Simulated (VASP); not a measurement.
# Bi2Se3 (Paraguanajuatite): relaxation of cell and atoms with PBE

Bi2Se3 (Paraguanajuatite):

```
Bi Se
1.0
     2.07150    1.19598    9.54533
    -2.07150    1.19598    9.54533
     0.00000   -2.39196    9.54533
Bi Se
2 3
Direct
  0.40080 0.40080 0.40080
  0.59920 0.59920 0.59920
  0.00000 0.00000 0.00000
  0.21170 0.21170 0.21170
  0.78830 0.78830 0.78830
```

```json
{"Program": "VASP 6.6.1", "Task": "relaxation of cell and atoms", "Functional": "PBE", "Potentials or basis": "VASP PAW PBE potentials, release 64 (Bi, Se)", "Cutoff": "300 eV", "k mesh": "4 × 4 × 4", "Occupations": "gaussian, width 0.03 eV", "Spin": "no spin polarisation", "Further INCAR settings": "ALGO = Normal; EDIFF = 1e-06; IBRION = 2; EDIFFG = -0.01; NSW = 90; ISIF = 3"}
```

The relaxed volume is 31.44 Å³/atom, the relaxed cell is a = 10.627 Å, b = 10.627 Å, c = 10.627 Å, α = 22.73°, β = 22.73°, γ = 22.73° and the space group after relaxing (to 0.05 Å) is R-3m (No. 166). The energy gained by relaxing is 15.0 meV/atom and the ionic steps are 16. The pressure after relaxing is 0.0 GPa, the largest force after relaxing is 0.005 eV/Å and the band gap on the k mesh is 0.67 eV, direct.

Forces in eV/Å, atoms in the order of the input:
```
Bi   0.000  0.000  0.005
Bi   0.000  0.000 -0.005
Se   0.000  0.000  0.000
Se   0.000  0.000  0.004
Se   0.000  0.000 -0.004
```

The path:
```csv
step,energy change (eV),largest force (eV/Å),pressure (GPa),volume (Å³)
1,0.0000,0.2233,2.42,141.89
2,-0.0204,0.3824,-1.44,150.87
3,-0.0398,0.1660,0.04,147.06
4,-0.0421,0.1390,0.03,147.36
5,-0.0467,0.1178,-0.02,148.28
6,-0.0450,0.2612,-0.09,150.12
7,-0.0477,0.1740,-0.05,148.99
8,-0.0496,0.1584,-0.05,149.14
9,-0.0547,0.1101,-0.03,149.60
10,-0.0618,0.0188,0.02,150.53
11,-0.0649,0.1793,0.20,152.36
12,-0.0681,0.1589,0.10,153.35
13,-0.0733,0.0921,-0.16,156.31
14,-0.0739,0.0683,-0.26,157.57
15,-0.0741,0.0494,0.26,156.89
16,-0.0748,0.0055,0.02,157.20
```

Final structure:
```
CELL_PARAMETERS angstrom
2.09408 1.20902 10.34826
-2.09408 1.20902 10.34826
0.00000 -2.41804 10.34826
ATOMIC_POSITIONS crystal
Bi 0.39580 0.39580 0.39580
Bi 0.60420 0.60420 0.60420
Se 0.00000 0.00000 0.00000
Se 0.22056 0.22056 0.22056
Se 0.77944 0.77944 0.77944
```

Levels at points of the mesh, in eV from the valence-band top:
| k point | band 10 | band 11 | band 12 | band 13 | band 14 | band 15 | band 16 | band 17 | band 18 |
| --- | --- | --- | --- | --- | --- | --- | --- | --- | --- |
| (0.00, 0.00, 0.00) | -1.20 | -1.20 | -0.75 | -0.75 | 0.00 | 0.67 | 1.95 | 1.95 | 2.49 |
| (0.50, 0.00, 0.00) | -2.24 | -2.07 | -1.26 | -0.83 | -0.43 | 1.41 | 2.59 | 3.18 | 3.41 |
| (0.50, 0.50, 0.00) | -2.13 | -1.59 | -1.09 | -0.95 | -0.75 | 1.71 | 2.51 | 2.82 | 3.37 |
| (0.50, 0.50, 0.50) | -1.14 | -0.94 | -0.79 | -0.79 | -0.25 | 0.81 | 2.04 | 2.04 | 2.44 |

Run time: 9.1 min on 1 thread of Intel(R) Xeon(R) 6975P-C (Granite Rapids) (shared host), peak memory 0.43 GiB.

Caveat: the k mesh is coarse (spacing up to 0.44 Å⁻¹), so the values aren't converged; spin-orbit coupling is left out, which as a rule narrows the gap of such compounds by several tenths of an eV; the volume moved by +11 % from the deposited cell, more than functionals usually miss. A k mesh can miss the band edges.
